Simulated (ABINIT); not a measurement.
**Quasiparticle gap of KI (Fm-3m) in ABINIT**

How does a plane-wave GW calculation on KI (Fm-3m) run from the first input to the gap?

Program: ABINIT 10.8.3. Level of theory: PBE and many-body steps on it, plane waves. Results are calculated unless marked as measured.

**1. Starting point**

The structure is cubic, space group Fm-3m (No. 225). The conventional cell has a = 7.066 Å, b = 7.066 Å, c = 7.066 Å, α = 90.00°, β = 90.00°, γ = 90.00°. Nearest to K lie 6 I at 3.53 Å. I has 6 K at 3.53 Å nearest. Farther neighbours and most contacts between anions are not listed.

The cell and positions come from the Crystallography Open Database and are kept as given unless a step says otherwise. Spin-orbit coupling is left out unless a step names it.

**2. Ground state**

This step: ABINIT 10.8.3; DFT, PBE, plane waves, norm-conserving pseudopotentials.

The ground-state density comes first.

The input, run.abi:

```
acell 3*1.0 Angstrom
rprim 
  0.000000000000 3.532775000000 3.532775000000
  3.532775000000 0.000000000000 3.532775000000
  3.532775000000 3.532775000000 -0.000000000000
ntypat 2
znucl 19 53
natom 2
typat 1 2
xred 
  0.000000000000 0.000000000000 0.000000000000
  0.500000000000 0.500000000000 0.500000000000
pp_dirpath "pseudos"
pseudos "K.upf, I.upf"
ecut 33
ngkpt 6 6 6
nshiftk 1
shiftk 0 0 0
kptopt 1
chksymbreak 0
nband 13
occopt 1
tolvrs 1e-10
nstep 60
prtwf 0
optforces 0
optstress 0
indata_prefix "in"
outdata_prefix "out"
tmpdata_prefix "tmp"
```

Run with:

```sh
$ OMP_NUM_THREADS=1 mpirun -n 4 abinit run.abi > log
```

Numbers of over 12 decimals in the logs are rounded to 6 here.

Output:

```text
.Version 10.8.3 of ABINIT. v10.8.2 released Aug 2026.

 Symmetries : space group Fm -3 m (#225); Bravais cF (face-center cubic)
================================================================================
 Values of the parameters that define the memory need of the present run
     intxc =       0    ionmov =       0      iscf =       7    lmnmax =       6
     lnmax =       6     mgfft =      50  mpssoang =       3    mqgrid =    3001
     natom =       2  nloc_mem =       1    nspden =       1   nspinor =       1
    nsppol =       1      nsym =      48    n1xccc =    2501    ntypat =       2
    occopt =       1   xclevel =       2
-    mband =          13        mffmem =           1         mkmem =           4
       mpw =        5405          nfft =      125000          nkpt =          16
================================================================================
  Rough estimation (10% accuracy) of disk space for files :
================================================================================

--------------------------------------------------------------------------------
------------- Echo of variables that govern the present computation ------------
--------------------------------------------------------------------------------
 -outvars: echo values of preprocessed input variables --------
            acell      1.8897261259E+00  1.8897261259E+00  1.8897261259E+00 Bohr

      chksymbreak           0
             ecut      3.30000000E+01 Hartree
-          fftalg         312

              ixc     -101130
              kpt      0.00000000E+00  0.00000000E+00  0.00000000E+00
                       1.66666667E-01  0.00000000E+00  0.00000000E+00
                       3.33333333E-01  0.00000000E+00  0.00000000E+00
                       5.00000000E-01  0.00000000E+00  0.00000000E+00
                       1.66666667E-01  1.66666667E-01  0.00000000E+00
                       3.33333333E-01  1.66666667E-01  0.00000000E+00
                       5.00000000E-01  1.66666667E-01  0.00000000E+00
                      -3.33333333E-01  1.66666667E-01  0.00000000E+00
                      -1.66666667E-01  1.66666667E-01  0.00000000E+00
   [... 5 further rows ...]
                      -3.33333333E-01  3.33333333E-01  1.66666667E-01
                      -3.33333333E-01  5.00000000E-01  1.66666667E-01
         kptrlatt        6    0    0      0    6    0      0    0    6
          kptrlen      5.66475451E+01
P           mkmem           4
            natom           2
            nband          13
            ngfft          50      50      50
             nkpt          16
            nstep          60
             nsym          48
           ntypat           2
              occ      2.000000  2.000000  2.000000  2.000000  2.000000  2.000000
                       2.000000  2.000000  0.000000  0.000000  0.000000  0.000000
                       0.000000
        optforces           0
        optstress           0
            prtwf           0
            rprim      0.0000000000E+00  3.5327750000E+00  3.5327750000E+00
[...]
spgroup         225

           tolvrs      1.00000000E-10

             xred      0.0000000000E+00  0.0000000000E+00  0.0000000000E+00
[...]
znucl       19.00000   53.00000

================================================================================

 chkinp: Checking input parameters for consistency.

================================================================================
== DATASET  1 ==================================================================
-   mpi_nproc: 4, omp_nthreads: 1 (-1 if OMP is not activated)

--- !DatasetInfo
iteration_state: {dtset: 1, }
dimensions: {natom: 2, nkpt: 16, mband: 13, nsppol: 1, nspinor: 1, nspden: 1, mpw: 5405, }
cutoff_energies: {ecut:  33.0, pawecutdg:  -1.0, }
electrons: {nelect:   1.60000000E+01, charge:   0.00000000E+00, occopt:   1.00000000E+00, tsmear:   1.00000000E-02, }

 Real(R)+Recip(G) space primitive vectors, cartesian coordinates (Bohr,Bohr^-1):
 R(1)=  0.0000000  6.6759772  6.6759772  G(1)= -0.0748954  0.0748954  0.0748954
 R(2)=  6.6759772  0.0000000  6.6759772  G(2)=  0.0748954 -0.0748954  0.0748954
 R(3)=  6.6759772  6.6759772  0.0000000  G(3)=  0.0748954  0.0748954 -0.0748954
 Unit cell volume ucvol=  5.9507887E+02 bohr^3
 Angles (23,13,12)=  6.00000000E+01  6.00000000E+01  6.00000000E+01 degrees

 getcut: wavevector=  0.0000  0.0000  0.0000  ngfft=  50  50  50
         ecut(hartree)=     33.000   => boxcut(ratio)=   2.04876

--- Pseudopotential description ------------------------------------------------
- K Generated using ONCVPSP code by D. R. Hamann
- 19.00000   9.00000  171031                  znucl, zion, pspdat
12 -101130 2 -1 2222                          pspcod,pspxc,lmax,lloc,mmax
     nproj     2     2     2
  pspatm : epsatm=    8.42413758
         --- l  ekb(1:nproj) -->
[...]
pspatm: atomic psp has been read  and splines computed

- I Generated using ONCVPSP code by D. R. Hamann
- 53.00000   7.00000  171031                  znucl, zion, pspdat
12 -101130 2 -1 1196                          pspcod,pspxc,lmax,lloc,mmax
     nproj     2     2     2
  pspatm : epsatm=   19.17056757
         --- l  ekb(1:nproj) -->
[...]
2    4.134838    0.711910
 pspatm: atomic psp has been read  and splines computed

   4.41515282E+02                                ecore*ucvol(ha*bohr**3)
--------------------------------------------------------------------------------

_setup2: Arith. and geom. avg. npw (full set) are    5388.051    5388.035

================================================================================

--- !BeginCycle
iteration_state: {dtset: 1, }
solver: {iscf: 7, nstep: 60, nline: 4, wfoptalg: 0, }
tolerances: {tolvrs: 1.00E-10, }

     iter   Etot(hartree)      deltaE(h)  residm     vres2
 ETOT  1  -43.084150102588    -4.308E+01 2.534E-02 6.984E+01
 ETOT  2  -43.102403187570    -1.825E-02 2.146E-03 3.303E+00
 ETOT  3  -43.102515509612    -1.123E-04 1.060E-03 4.921E-01
 ETOT  4  -43.102523625818    -8.116E-06 4.845E-04 6.465E-02
 ETOT  5  -43.102525137926    -1.512E-06 6.316E-04 1.389E-03
 ETOT  6  -43.102525255408    -1.175E-07 5.937E-04 6.426E-05
 ETOT  7  -43.102525257403    -1.995E-09 7.598E-04 2.549E-06
 ETOT  8  -43.102525257520    -1.174E-10 5.321E-04 7.021E-08
 ETOT  9  -43.102525257525    -4.782E-12 5.695E-04 7.722E-10
 ETOT 10  -43.102525257523     1.918E-12 3.108E-04 2.422E-11

 At SCF step   10       vres2   =  2.42E-11 < tolvrs=  1.00E-10 =>converged.

--- !ResultsGS
iteration_state: {dtset: 1, }
comment   : Summary of ground state results
lattice_vectors:
- [  0.0000000,   6.6759772,   6.6759772, ]
- [  6.6759772,   0.0000000,   6.6759772, ]
- [  6.6759772,   6.6759772,  -0.0000000, ]
lattice_lengths: [   9.44126,    9.44126,    9.44126, ]
lattice_angles: [ 60.000,  60.000,  60.000, ] # degrees, (23, 13, 12)
lattice_volume:   5.9507887E+02
convergence: {deltae:  1.918E-12, res2:  2.422E-11, residm:  3.108E-04, diffor:  0.000E+00, }
etotal    :  -4.31025253E+01
entropy   :   0.00000000E+00
fermie    :   4.35632526E-03
cartesian_stress_tensor: null
pressure_GPa: null
xred      :
- [  0.0000E+00,   0.0000E+00,   0.0000E+00,  K]
- [  5.0000E-01,   5.0000E-01,   5.0000E-01,  I]
cartesian_forces: null
force_length_stats: {min: null, max: null, mean: null, }

 Integrated electronic density in atomic spheres:
 ------------------------------------------------
 Atom  Sphere_radius  Integrated_density
    1        2.00000          6.92264502
    2        2.00000          2.87372183
================================================================================

 ----iterations are completed or convergence reached----

 Mean square residual over all n,k,spin=   34.812E-07; max=  31.082E-05
 reduced coordinates (array xred) for    2 atoms
       0.000000000000      0.000000000000      0.000000000000
       0.500000000000      0.500000000000      0.500000000000
 rms dE/dt=  0.0000E+00; max dE/dt=  0.0000E+00; dE/dt below (all hartree)
    1       0.000000000000      0.000000000000      0.000000000000
    2       0.000000000000      0.000000000000      0.000000000000

 cartesian coordinates (angstrom) at end:
    1      0.000000     0.000000     0.000000
    2      3.532775     3.532775     3.532775
 length scales=  1.889726125908  1.889726125908  1.889726125908 bohr
              =  1.000000000000  1.000000000000  1.000000000000 angstroms
 prteigrs : about to open file out_EIG
 Fermi (or HOMO) energy (hartree) =   0.00436   Average Vxc (hartree)=  -0.26576
 Eigenvalues (hartree) for nkpt=  16  k points:
 kpt#   1, nband= 13, wtk=  0.00463, kpt=  0.0000  0.0000  0.0000 (reduced coord)
  -1.04300   -0.43616   -0.43616   -0.43616   -0.38166    0.00436    0.00436    0.00436
   0.14997    0.24342    0.24342    0.24342    0.26985
 prteigrs : prtvol=0 or 1, do not print more k-points.

--- !EnergyTerms
iteration_state     : {dtset: 1, }
comment             : Components of total free energy in Hartree
kinetic             :  1.34667133953278E+01
hartree             :  9.56437515154625E+00
xc                  : -1.04106413033510E+01
Ewald energy        : -2.74618377792638E+01
psp_core            :  7.41944137873510E-01
local_psp           : -3.51497426630674E+01
non_local_psp       :  6.14666380341154E+00
total_energy        : -4.31025252575231E+01
total_energy_eV     : -1.17287946295961E+03
band_energy         : -5.55993678185055E+00

== END DATASET(S) ==============================================================
================================================================================

 -outvars: echo values of variables after computation  --------
           etotal     -4.3102525258E+01
            nband          13
             nkpt          16
          spgroup         225
 [... the other variables as echoed above ...]

 Calculation completed.
```

Elapsed: 13 s, on 4 MPI ranks of Arm Neoverse V1, shared host; peak memory 0.36 GiB.

Numbers from this step:

```
total energy               : -1172.8795 eV
gap                        : 3.962 eV
k of the valence top       : 0, 0, 0
k of the conduction bottom : 0, 0, 0
least direct gap           : 3.962 eV
```

The gap is direct, at Γ.

(Continued in part 2 of 3.)

[Paths, hosts, dates, memory and timing lines, banners, echoed tables and standing remarks are left out of the program output.]

[Logs are printed without paths, hosts, clocks, repeated set-up lines and the standing remarks that a program may print on its own settings, such as how far it seeks lower states.]

[Runs of the session that timed out or met a known fault of the program may be left out.]

[Hosts, paths, dates, database ids (printed as entryN), source tags and the programs' standing remarks are cut or masked in the printed files.]

[G0W0 gaps are taken among the corrected bands and points alone; a level outside them can change the order at an edge.]

[Where Ansatz stands beside ABINIT at settings called matched, ABINIT's density can come from a denser mesh and the files from another edition; pairs whose starting gaps differed by over 0.03 eV were left out, so agreement reads better than it is.]
